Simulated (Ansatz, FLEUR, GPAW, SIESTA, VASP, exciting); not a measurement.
Al: programs and potentials compared

```
CELL_PARAMETERS angstrom
0.00000 2.02481 2.02481
2.02481 0.00000 2.02481
2.02481 2.02481 0.00000
ATOMIC_POSITIONS crystal
Al 0.00000 0.00000 0.00000
```

Alike in all runs: task equation of state; functional PBEsol; k mesh 11 × 11 × 11; occupations fermi-dirac, width 0.05 eV; no spin polarisation; no spin-orbit coupling.

```csv
program and potentials,plane-wave cutoff (eV),notes,equilibrium volume (Å³/atom),bulk modulus (GPa)
"Ansatz, Ansatz PAW",420,"potentials made for PBE, which Ansatz adapts in part",16.20,83.4
"GPAW, PAW data sets generated for this functional",600,-,16.24,83.6
"Ansatz, all-electron LAPW, scalar-relativistic",-,-,16.20,83.0
"SIESTA, files PseudoDojo sr-pbesol-0.4.1-standard, DZP (energy shift 0.003 Ry)",-,atomic basis,16.22,87.8
"VASP, PBE PAW files Al, 520 eV",520,potentials made for PBE,16.22,83.5
"exciting, all-electron LAPW+lo, shipped species files, valence relativity iora*",-,-,16.21,85.3
"FLEUR, all-electron, FLAPW",-,-,16.21,83.0
```

The equilibrium volume spans 16.20 (Ansatz, all-electron LAPW, scalar-relativistic) to 16.24 Å³/atom (GPAW, PAW data sets generated for this functional), with all-electron results at 16.20 to 16.21. The bulk modulus spans 83.0 (Ansatz, all-electron LAPW, scalar-relativistic) to 87.8 GPa (SIESTA, files PseudoDojo sr-pbesol-0.4.1-standard, DZP (energy shift 0.003 Ry)), with all-electron results at 83.0 to 85.3. Rows in atomic bases carry the error of their basis and grid, which can be large. For a metal such a mesh isn't converged, which the comparison doesn't need.

The functional is the same throughout but for its coding, so the spread measures potentials, basis and numerics; runs on potential files found faulty are left out.

The equilibrium volume of aluminium is almost independent of the program and potential, whereas the bulk modulus separates the runs more clearly. Aluminium is a nearly-free-electron metal whose 3s and 3p electrons lie well apart from a compact, chemically inert neon-like core. That core changes little between related gradient-corrected functionals, so potentials made for PBE transfer well: both PAW runs that use them stay as close to the all-electron volumes as the run with data sets generated for PBEsol.

The bulk modulus is more demanding because it depends on the curvature of the energy curve, not just the position of its minimum. The SIESTA value of 87.8 GPa is the highest although its volume is unremarkable, probably because finite-range orbitals follow the diffuse interstitial density unevenly as the lattice is strained. Stiffness therefore doesn't simply follow equilibrium volume here, and a good volume alone doesn't validate the elastic response. Nor does the close agreement between programs establish how accurately PBEsol describes real aluminium.
